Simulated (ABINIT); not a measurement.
Runs of ABINIT 10.8.3 (patched build) on Co. Symmetry: P6_3/mmc, No. 194, hexagonal system. The conventional cell has a = 2.472 Å, b = 2.472 Å, c = 4.021 Å, α = 90.00°, β = 90.00°, γ = 120.00°. Co (site symmetry -6m2) has 12 Co at 2.47 Å as nearest neighbours. 

```csv
task,level,potentials or basis,cell,k mesh,cutoff (eV),smearing,cell freedom (optcell),optimiser (ionmov),cutoff smearing ecutsm (Ha),force stop (Ha/bohr),stop of the response cycle (tolvrs),gap on the mesh (eV),pressure (GPa),moment (μB),largest force (eV/Å)
relaxation of cell and atoms,LDA,PseudoDojo NC SR LDA v0.4.1 standard,relaxed,9 × 9 × 5,1306,fermi-dirac 0.05 eV,2,2,0.5,2e-05,-,none,0.0,2.99,-
phonons,PBE+D3,SPMS NC PBE v1.0,"atoms moved at random, drawn with an rms of 0.02 Å",10 × 10 × 6,816,gaussian 0.2 eV,-,-,-,-,1e-08,none,-1.2,3.28,0.11
phonons,LDA,PseudoDojo NC SR LDA v0.4.1 standard,cell relaxed at zero pressure by an earlier run,12 × 12 × 8,1306,cold (ABINIT) 0.136 eV,-,-,0.5,-,1e-10,none,-0.3,2.96,-
single point,PBE+D3,SPMS NC PBE v1.0,atoms moved at random,9 × 9 × 5,816,fermi-dirac 0.05 eV,-,-,-,-,-,none,-3.1,3.07,0.11
single point,LDA,PseudoDojo NC SR LDA v0.4.1 standard,cell relaxed,9 × 9 × 5,1306,fermi-dirac 0.05 eV,-,-,-,-,-,none,(a),2.99,-
```

Alike in all rows: spin collinear, ferromagnetic start.

Question: Estimate the missing entries.

Answer: (a) -0.1.

Caveats: pairwise dispersion overbinds metals, which lowers pressure and volume (some runs); the mesh is coarse for a metal's response (some runs).

A gap of «none» marks a metal or a gap under the smearing width.
